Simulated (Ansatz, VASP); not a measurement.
## KF: VASP beside Ansatz

```xyz
2
Lattice="0.0000 2.6735 2.8072 2.6735 0.0000 2.8072 2.6735 2.6735 0.0000" Properties=species:S:1:pos:R:3 pbc="T T T"
K     0.0000    0.0000    0.0000
F     2.6735    2.6735    2.8072
```

Change from the starting cell: strain +0.000 along x and y, +0.050 along z, atoms carried along.

Alike in both runs: task single point; functional LDA; k mesh 8 × 8 × 8; occupations gaussian, width 0.05 eV; no spin polarisation.

|  | VASP | Ansatz |
| --- | --- | --- |
| version | VASP 6.6.1 | Ansatz 0.2.0 |
| potentials or method | VASP PAW LDA potentials, release 64 (K_sv, F) | scalar-relativistic, plane waves, PAW |
| plane-wave cutoff (eV) | 520 | 420 |
| valence electrons in the cell | 16 | 16 |

```csv
,VASP,Ansatz,Ansatz less VASP
gap on the k mesh at the Fermi level (eV),5.52,5.53,+0.015
least direct gap on the mesh (eV),5.52,5.53,+0.015
pressure (GPa),-4.4,-4.4,-0.06
largest component of the traceless stress (GPa),0.85,0.79,-0.064
```

A k mesh can miss the band edges.
